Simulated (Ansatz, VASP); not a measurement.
# One calculation of Se, two programs

```
Se
1.0
     5.35146    3.08967    1.52222
    -5.35146    3.08967    1.52222
     0.00000   -6.17934    1.52222
Se
6
Direct
  0.30252 0.16717 0.90908
  0.90908 0.30252 0.16717
  0.16717 0.90908 0.30252
  0.69748 0.83283 0.09092
  0.09092 0.69748 0.83283
  0.83283 0.09092 0.69748
```

Alike in both runs: functional PBEsol; k mesh 6 × 6 × 6; occupations gaussian, width 0.02 eV; no spin polarisation.

Ansatz relaxed the structure, and its values are those at the end. VASP's run is a single point on that final structure, the one shown.

```csv
,VASP,Ansatz
version,VASP 6.6.1,Ansatz 0.2.0
potentials or method,"VASP PAW PBE potentials, release 64 (Se)","scalar-relativistic, plane waves, PAW"
plane-wave cutoff (eV),520,420
valence electrons in the cell,36,96
```

VASP gave:

```
gap on the k mesh at the Fermi level (eV) : 0.98
least direct gap on the mesh (eV)         : 1.10
pressure (GPa)                            : 0.2
rms of the force components (eV/Å)        : 0.018
```

Question: What did Ansatz give for the same quantities?

Answer: gap on the k mesh at the Fermi level (eV): 0.98; least direct gap on the mesh (eV): 1.11; pressure (GPa): 0.0; rms of the force components (eV/Å): 0.001.

The two sets of potentials don't hold the same shells in valence.

Caveats: the PAW data sets were made with another functional, which shifts forces and pressure a little (VASP). As with any semilocal functional, this PBEsol gap is likely too small. A k mesh can miss the band edges.
